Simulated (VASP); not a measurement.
# Hf (P6_3/mmc) in VASP: a series of runs

One crystal, Hf, is run at these levels: PBE; tasks: relaxation of cell and atoms.

Everything below comes from runs of VASP 6.6.1. Logs are shortened: lines on timing, memory, paths and dates and some standing lists are left out, and cuts for length are marked.

## Step 1: The crystal as given

The structure is hexagonal, space group P6_3/mmc (No. 194). Conventional cell: a = 3.197 Å, b = 3.197 Å, c = 5.058 Å, α = 90.00°, β = 90.00°, γ = 120.00°. Around Hf (site symmetry -6m2) lie 12 Hf at 3.13 to 3.20 Å.

## Step 2: Relaxation of cell and atoms, PBE

File INCAR:

```
SYSTEM = Hf
PREC = Accurate ; ENCUT = 520
EDIFF = 1E-7 ; ISMEAR = 0
SIGMA = 0.1 ; LREAL = .FALSE.
LASPH = .TRUE. ; NELM = 100
ALGO = Fast ; ISIF = 3
LWAVE = .FALSE. ; LCHARG = .FALSE.
GGA = PE ; IBRION = 2
NSW = 80 ; EDIFFG = -0.002
```

File KPOINTS:

```
regular mesh
0
G
  15 15 8
  0 0 0
```

File POSCAR:

```
Hf
1.0
    3.1967000000      0.0000000000      0.0000000000
   -1.5983500000      2.7684234100      0.0000000000
    0.0000000000      0.0000000000      5.0578000000
Hf
2
Direct
    0.3333333300      0.6666666700      0.2500000000
    0.6666666700      0.3333333300      0.7500000000
```

Potentials or basis: VASP PAW PBE potentials, release 64 (Hf).

Command:

```bash
$ cat potpaw_PBE.64/Hf/POTCAR > POTCAR
$ mpirun -np 1 vasp_std > vasp.out
```

OUTCAR:

```text
SYSTEM = Hf
   PREC = Accurate
   ENCUT = 520
   EDIFF = 1E-7
   ISMEAR = 0
   LREAL = .FALSE.
   LASPH = .TRUE.
   NELM = 100
   ISIF = 3
   GGA = PE
   IBRION = 2
   NSW = 80
   EDIFFG = -0.002

 ion  position               nearest neighbor table
   1  0.333  0.667  0.250-   2 3.13   2 3.13   2 3.13   2 3.13   2 3.13   2 3.13
   2  0.667  0.333  0.750-   1 3.13   1 3.13   1 3.13   1 3.13   1 3.13   1 3.13

  LATTYP: Found a hexagonal cell.
 ALAT       =     3.1967000000
 C/A-ratio  =     1.5821941377

  Lattice vectors:

 A1 = (   3.1967000000,   0.0000000000,   0.0000000000)
 A2 = (  -1.5983500000,   2.7684234100,   0.0000000000)
 A3 = (   0.0000000000,   0.0000000000,   5.0578000000)

Analysis of symmetry for initial positions (statically):
=====================================================================
 Subroutine PRICEL returns:
 Original cell was already a primitive cell.

 Routine SETGRP: Setting up the symmetry group for a
 hexagonal supercell.

 Subroutine GETGRP returns: Found 24 space group operations
 (whereof 12 operations were pure point group operations)
 out of a pool of 24 trial point group operations.

The static configuration has the point symmetry D_3d.
 The point group associated with its full space group is D_6h.

Analysis of symmetry for dynamics (positions and initial velocities):
=====================================================================
 Subroutine PRICEL returns:
 Original cell was already a primitive cell.

 Routine SETGRP: Setting up the symmetry group for a
 hexagonal supercell.

 Subroutine GETGRP returns: Found 24 space group operations
 (whereof 12 operations were pure point group operations)
 out of a pool of 24 trial point group operations.

The dynamic configuration has the point symmetry D_3d.
 The point group associated with its full space group is D_6h.

 Subroutine INISYM returns: Found 24 space group operations
 (whereof 12 operations are pure point group operations),
 and found     1 'primitive' translations

----------------------------------------------------------------------------------------

                                     Primitive cell

  volume of cell :      44.7606

  direct lattice vectors                    reciprocal lattice vectors
     3.196700000  0.000000000  0.000000000     0.312822598  0.180608211  0.000000000
    -1.598350000  2.768423410  0.000000000     0.000000000  0.361216422  0.000000000
     0.000000000  0.000000000  5.057800000     0.000000000  0.000000000  0.197714421

  length of vectors
     3.196700000  3.196700001  5.057800000     0.361216423  0.361216422  0.197714421

  position of ions in fractional coordinates (direct lattice)
     0.333333330  0.666666670  0.250000000
     0.666666670  0.333333330  0.750000000

  ion indices of the primitive-cell ions
   primitive index   ion index
                 1           1
                 2           2

----------------------------------------------------------------------------------------

 KPOINTS: regular mesh

Automatic generation of k-mesh.
 Grid dimensions read from file:
 generate k-points for:   15   15    8

 Generating k-lattice:

  Cartesian coordinates                     Fractional coordinates (reciprocal lattice)
     0.020854840  0.012040547  0.000000000     0.066666667 -0.000000000  0.000000000
     0.000000000  0.024081095  0.000000000     0.000000000  0.066666667  0.000000000
     0.000000000  0.000000000  0.024714303     0.000000000  0.000000000  0.125000000

  Length of vectors
     0.024081095  0.024081095  0.024714303

  Shift w.r.t. Gamma in fractional coordinates (k-lattice)
     0.000000000  0.000000000  0.000000000

 Subroutine IBZKPT returns following result:
 ===========================================

 Found    135 irreducible k-points:

 Following reciprocal coordinates:
            Coordinates               Weight
  0.000000  0.000000  0.000000      1.000000
  0.066667 -0.000000  0.000000      6.000000
  0.133333 -0.000000  0.000000      6.000000
  0.200000 -0.000000  0.000000      6.000000
  0.266667 -0.000000  0.000000      6.000000
  0.333333 -0.000000  0.000000      6.000000
[... 16 lines left out ...]
  0.333333  0.200000  0.000000     12.000000
  0.400000  0.200000  0.000000      6.000000
 [... further k-points ...]
   k-points           NKPTS =    135   k-points in BZ     NKDIM =    135   number of bands    NBANDS=      8
   number of dos      NEDOS =    301   number of ions     NIONS =      2
   total plane-waves  NPLWV =  23040
   dimension x,y,z NGX =    24 NGY =   24 NGZ =   40
   dimension x,y,z NGXF=    48 NGYF=   48 NGZF=   80
   ions per type =               2
   NGX,Y,Z   is equivalent  to a cutoff of  12.48, 12.48, 13.15 a.u.
   NGXF,Y,Z  is equivalent  to a cutoff of  24.96, 24.96, 26.30 a.u.
 SYSTEM =  Hf
   PREC   = accura    normal or accurate (medium, high low for compatibility)
   ISTART =      0    job   : 0-new  1-cont  2-samecut
   ICHARG =      2    charge: 1-file 2-atom 10-const
   ISPIN  =      1    spin polarized calculation?
   LNONCOLLINEAR =      F non collinear calculations
   LSORBIT =      F    spin-orbit coupling
   LASPH  =      T    aspherical Exc in radial PAW
   ENCUT  =  520.0 eV  38.22 Ry    6.18 a.u.   5.94  5.94  9.40*2*pi/ulx,y,z
   NELM   =    100;   NELMIN=  2; NELMDL= -5     # of ELM steps
   EDIFF  = 0.1E-06   stopping-criterion for ELM
   LREAL  =      F    real-space projection
   EDIFFG = -.2E-02   stopping-criterion for IOM
   NSW    =     80    number of steps for IOM
   IBRION =      2    ionic relax: 0-MD 1-quasi-New 2-CG
   NFREE  =      1    steps in history (QN), initial steepest desc. (CG)
   ISIF   =      3    stress and relaxation
   ISYM   =      2    0-nonsym 1-usesym 2-fastsym
   POTIM  = 0.5000    time-step for ionic-motion
   TEBEG  =    0.0;   TEEND  =   0.0 temperature during run
   PSTRESS=    0.0 pullay stress
   NELECT =       8.0000    total number of electrons
   NUPDOWN=      -1.0000    fix difference up-down
   EMIN   =  10.00;   EMAX   =-10.00  energy-range for DOS
   EFERMI =   0.00;   METHOD = LEGACY
   ISMEAR =     0;   SIGMA  =   0.10  broadening in eV -4-tet -1-fermi 0-gaus
   EFERMI_NEDOS =   21; number of points for ismear=-14 and -15
   IALGO  =     68    algorithm
   IMIX   =      4    mixing-type and parameters
     AMIX     =   0.40;   BMIX     =  1.00
     AMIX_MAG =   1.60;   BMIX_MAG =  1.00
  volume/ion in A,a.u.               =      22.38       151.03
  Fermi-wavevector in a.u.,A,eV,Ry     =   0.922160  1.742629 11.570102  0.850379
  Thomas-Fermi vector in A             =   2.047656
   LORBIT       =      0    0 simple, 1 ext, 2 COOP (PROOUT), +10 PAW based schemes
   GGA     = PE    functional components
   LHFCALC =     F    Hartree Fock is set to
   AEXX    =    0.0000 exact exchange contribution
   IVDW    =     0    specifies the selected vdW correction
   LEPSILON=     F    determine dielectric tensor
   LRPA    =     F    only Hartree local field effects (RPA)
 conjugate gradient relaxation of ions
 non-spin polarized calculation
 RMM-DIIS sequential band-by-band and
 Gauss-broadening in eV      SIGMA  =   0.10
  energy-cutoff  :      520.00
  volume of cell :       44.76
 maximum number of plane-waves:      1236
 NGX is ok and might be reduce to    24
   NGX = 11   NGY = 11   NGZ = 19

--------------------------------------- Ionic step        1  -------------------------------------------

 number of electron       8.0000000 magnetization

 Free energy of the ion-electron system (eV)
  ---------------------------------------------------
  ext. energy  EPLUGINS =         0.00000000
  ---------------------------------------------------
  free energy    TOTEN  =       -19.91775446 eV

  energy without entropy =      -19.91055282  energy(sigma->0) =      -19.91415364

------------------------ aborting loop because EDIFF is reached ----------------------------------------

  FORCE on cell =-STRESS in cart. coord.  units (eV):
  Direction    XX          YY          ZZ          XY          YZ          ZX
  --------------------------------------------------------------------------------------
  -------------------------------------------------------------------------------------
  Total       -0.1197094     -0.1197094     -0.2066379     -0.0000000      0.0000000      0.0000000
  in kB       -4.2849213     -4.2849213     -7.3964712     -0.0000000      0.0000000      0.0000000
  external PRESSURE =      -5.3221046 kB  Pullay stress =       0.0000000 kB
[... 165 lines left out ...]
  energy  without entropy=      -19.9110061854  energy(sigma->0) =      -19.91459666

--------------------------------------- Ionic step        6  -------------------------------------------

 number of electron       8.0000000 magnetization

 Free energy of the ion-electron system (eV)
  ---------------------------------------------------
  ext. energy  EPLUGINS =         0.00000000
  ---------------------------------------------------
  free energy    TOTEN  =       -19.91818896 eV

  energy without entropy =      -19.91101189  energy(sigma->0) =      -19.91460042

 E-fermi :   5.2827     XC(G=0): -11.0270

 val. band max:        5.2562284790   @ k =   0.3333   0.2667   0.3750
 cond. band min:       5.2860812733   @ k =   0.1333  -0.0000   0.0000
 fundamental gap:      0.0298527942
 Fermi energy:         5.2827227049

 k-point     1 :       0.0000    0.0000    0.0000
  band No.  band energies     occupation
      1      -2.1048      2.00000
      2       1.5708      2.00000
      3       5.9446      0.00000
      4       6.4524      0.00000
      5       6.4524      0.00000
      6       6.7585      0.00000
      7       7.2832      0.00000
      8       7.2832      0.00000
[... 243 lines left out ...]
 k-point    24 :       0.4000    0.2000    0.0000
  band No.  band energies     occupation
      1       2.6839      2.00000
      2       3.1135      2.00000
      3       3.2986      2.00000
      4       4.0317      2.00000
      5       5.6676      0.00000
      6       5.9301      0.00000
      7       7.1526      0.00000
      8      10.3681      0.00000

 [... further k-points ...]

------------------------ aborting loop because EDIFF is reached ----------------------------------------

  FORCE on cell =-STRESS in cart. coord.  units (eV):
  Direction    XX          YY          ZZ          XY          YZ          ZX
  --------------------------------------------------------------------------------------
  -------------------------------------------------------------------------------------
  Total        0.0003502      0.0003502      0.0002831      0.0000000      0.0000000     -0.0000000
  in kB        0.0125948      0.0125948      0.0101813      0.0000000      0.0000000     -0.0000000
  external PRESSURE =       0.0117903 kB  Pullay stress =       0.0000000 kB
[... 17 lines left out ...]
  FREE ENERGIE OF THE ION-ELECTRON SYSTEM (eV)
  ---------------------------------------------------
  free  energy   TOTEN  =       -19.9181889614 eV

  energy  without entropy=      -19.9110118866  energy(sigma->0) =      -19.91460042

 reached required accuracy - stopping structural energy minimisation
```

It took 44 s on 1 thread of Intel Xeon 6975P-C (Granite Rapids), shared host; peak memory 0.2 GiB.

What came out:

- Free energy: -19.9182 eV
- Relaxed volume: 22.27 Å³/atom
- Relaxed cell: a = 3.194 Å, b = 3.194 Å, c = 5.041 Å, α = 90.00°, β = 90.00°, γ = 120.00°
- Space group after relaxing (to 0.05 Å): P6_3/mmc (No. 194)
- Energy gained by relaxing: 0.2 meV/atom
- Ionic steps: 6
- Pressure after relaxing: 0.0 GPa
- Band gap on the k mesh: none (metal or under the smearing width)

Step by step:
| step | energy change (eV) | largest force (eV/Å) | pressure (GPa) | volume (Å³) |
| --- | --- | --- | --- | --- |
| 1 | 0.0000 | 0.0000 | -0.53 | 44.76 |
| 2 | 0.0001 | 0.0000 | 0.71 | 44.28 |
| 3 | -0.0004 | 0.0000 | 0.03 | 44.54 |
| 4 | -0.0004 | 0.0000 | 0.02 | 44.54 |
| 5 | -0.0004 | 0.0000 | 0.01 | 44.55 |
| 6 | -0.0004 | 0.0000 | 0.00 | 44.55 |

Final structure:
```yaml
crystal:
  lattice:
    - [3.19440, 0.00000, 0.00000]
    - [-1.59720, 2.76643, 0.00000]
    - [0.00000, 0.00000, 5.04126]
  atoms:
    - { symbol: Hf, position: [0.33333, 0.66667, 0.25000] }
    - { symbol: Hf, position: [0.66667, 0.33333, 0.75000] }
```

## Step 3: Relaxation of cell and atoms, PBE

This run uses another cell than the first one, of 22.27 Å³/atom, 0.995 times its volume.

INCAR is that of step 2.

KPOINTS is that of step 2.

File POSCAR:

```
Hf                                      
1.0
    3.1943964893     -0.0000000000     -0.0000000000
   -1.5971982447      2.7664285113      0.0000000000
   -0.0000000000      0.0000000000      5.0412579272
  Hf            
     2
Direct
     0.3333333300000021    0.6666666699999979    0.2500000000000000
     0.6666666699999979    0.3333333300000021    0.7500000000000000
```

Potentials or basis: VASP PAW PBE potentials, release 64 (Hf).

Command:

```bash
$ cat potpaw_PBE.64/Hf/POTCAR > POTCAR
$ mpirun -np 1 vasp_std > vasp.out
```

OUTCAR:

```text
SYSTEM = Hf
   PREC = Accurate
   ENCUT = 520
   EDIFF = 1E-7
   ISMEAR = 0
   LREAL = .FALSE.
   LASPH = .TRUE.
   NELM = 100
   ISIF = 3
   GGA = PE
   IBRION = 2
   NSW = 80
   EDIFFG = -0.002

 ion  position               nearest neighbor table
   1  0.333  0.667  0.250-   2 3.12   2 3.12   2 3.12   2 3.12   2 3.12   2 3.12
   2  0.667  0.333  0.750-   1 3.12   1 3.12   1 3.12   1 3.12   1 3.12   1 3.12

  LATTYP: Found a hexagonal cell.
 ALAT       =     3.1943964893
 C/A-ratio  =     1.5781566077

  Lattice vectors:

 A1 = (   3.1943964893,   0.0000000000,   0.0000000000)
 A2 = (  -1.5971982447,   2.7664285113,   0.0000000000)
 A3 = (   0.0000000000,   0.0000000000,   5.0412579272)

Analysis of symmetry for initial positions (statically):
=====================================================================
 Subroutine PRICEL returns:
 Original cell was already a primitive cell.

 Routine SETGRP: Setting up the symmetry group for a
 hexagonal supercell.

 Subroutine GETGRP returns: Found 24 space group operations
[... 175 lines left out ...]
 fundamental gap:      0.0298429987
 Fermi energy:         5.2827269207

 k-point     1 :       0.0000    0.0000    0.0000
  band No.  band energies     occupation
      1      -2.1048      2.00000
      2       1.5708      2.00000
      3       5.9446      0.00000
      4       6.4524      0.00000
      5       6.4524      0.00000
      6       6.7585      0.00000
      7       7.2832      0.00000
      8       7.2832      0.00000
[... 243 lines left out ...]
 k-point    24 :       0.4000    0.2000    0.0000
  band No.  band energies     occupation
      1       2.6839      2.00000
      2       3.1135      2.00000
      3       3.2986      2.00000
      4       4.0317      2.00000
      5       5.6676      0.00000
      6       5.9301      0.00000
      7       7.1526      0.00000
      8      10.3729      0.00000

 [... further k-points ...]

------------------------ aborting loop because EDIFF is reached ----------------------------------------

  FORCE on cell =-STRESS in cart. coord.  units (eV):
  Direction    XX          YY          ZZ          XY          YZ          ZX
  --------------------------------------------------------------------------------------
  -------------------------------------------------------------------------------------
  Total        0.0004674      0.0004674      0.0003622     -0.0000000      0.0000000     -0.0000000
  in kB        0.0168098      0.0168098      0.0130276     -0.0000000      0.0000000     -0.0000000
  external PRESSURE =       0.0155491 kB  Pullay stress =       0.0000000 kB

 VOLUME and BASIS-vectors are now :
 -----------------------------------------------------------------------------
  energy-cutoff  :      520.00
  volume of cell :       44.55
      direct lattice vectors                 reciprocal lattice vectors
     3.194396489  0.000000000  0.000000000     0.313048178  0.180738450  0.000000000
    -1.597198245  2.766428511  0.000000000     0.000000000  0.361476899  0.000000000
     0.000000000  0.000000000  5.041257927     0.000000000  0.000000000  0.198363189

 POSITION                                       TOTAL-FORCE (eV/Angst)
 -----------------------------------------------------------------------------------
     -0.00000      1.84429      1.26031        -0.000000      0.000000      0.000000
      1.59720      0.92214      3.78094         0.000000     -0.000000      0.000000
 -----------------------------------------------------------------------------------
    total drift:                                0.000000     -0.000000     -0.000000

  FREE ENERGIE OF THE ION-ELECTRON SYSTEM (eV)
  ---------------------------------------------------
  free  energy   TOTEN  =       -19.9181635647 eV

  energy  without entropy=      -19.9109863930  energy(sigma->0) =      -19.91457498

 reached required accuracy - stopping structural energy minimisation
```

OSZICAR:

```text
N       E                     dE             d eps       ncg     rms          rms(c)
DAV:   1    -0.175592822123E+01   -0.17559E+01   -0.31521E+03  2160   0.797E+02
DAV:   2    -0.203458261068E+02   -0.18590E+02   -0.18224E+02  3720   0.747E+01
DAV:   3    -0.206710751028E+02   -0.32525E+00   -0.32061E+00  3248   0.119E+01
DAV:   4    -0.206732027559E+02   -0.21277E-02   -0.21238E-02  3328   0.813E-01
DAV:   5    -0.206732087658E+02   -0.60099E-05   -0.60091E-05  3200   0.338E-02    0.126E+01
RMM:   6    -0.201870781348E+02    0.48613E+00   -0.18287E-01  2160   0.312E+00    0.646E+00
RMM:   7    -0.199143800847E+02    0.27270E+00   -0.48542E-01  2192   0.460E+00    0.790E-01
RMM:   8    -0.199169146655E+02   -0.25346E-02   -0.44998E-02  2168   0.138E+00    0.331E-01
RMM:   9    -0.199176986243E+02   -0.78396E-03   -0.17915E-02  2244   0.817E-01    0.142E-01
RMM:  10    -0.199183201645E+02   -0.62154E-03   -0.29266E-03  2172   0.339E-01    0.270E-01
RMM:  11    -0.199181285976E+02    0.19157E-03   -0.16659E-03  2272   0.224E-01    0.464E-02
RMM:  12    -0.199181598249E+02   -0.31227E-04   -0.34784E-04  2383   0.852E-02    0.261E-02
RMM:  13    -0.199181640539E+02   -0.42291E-05   -0.53758E-05  2340   0.367E-02    0.259E-02
RMM:  14    -0.199181636657E+02    0.38824E-06   -0.12536E-05  2312   0.169E-02    0.904E-03
RMM:  15    -0.199181633670E+02    0.29872E-06   -0.19603E-06  2136   0.625E-03    0.484E-03
RMM:  16    -0.199181635217E+02   -0.15475E-06   -0.29705E-07  1744   0.257E-03    0.262E-03
RMM:  17    -0.199181635647E+02   -0.42986E-07   -0.97818E-08  1603   0.193E-03
   1 F= -.19918164E+02 E0= -.19914575E+02  d E =-.199182E+02
```

It took 17 s on 1 thread of Intel Xeon 6975P-C (Granite Rapids), shared host; peak memory 0.19 GiB.

What came out:

| Quantity | Value |
| --- | --- |
| Free energy | -19.9182 eV |
| Pressure after relaxing | 0.0 GPa |
| Band gap on the k mesh | none (metal or under the smearing width) |

Final structure:
```yaml
crystal:
  lattice:
    - [3.19440, 0.00000, 0.00000]
    - [-1.59720, 2.76643, 0.00000]
    - [0.00000, 0.00000, 5.04126]
  atoms:
    - { symbol: Hf, position: [0.33333, 0.66667, 0.25000] }
    - { symbol: Hf, position: [0.66667, 0.33333, 0.75000] }
```

Caveat: the relaxation stopped at its first step, so nothing moved.
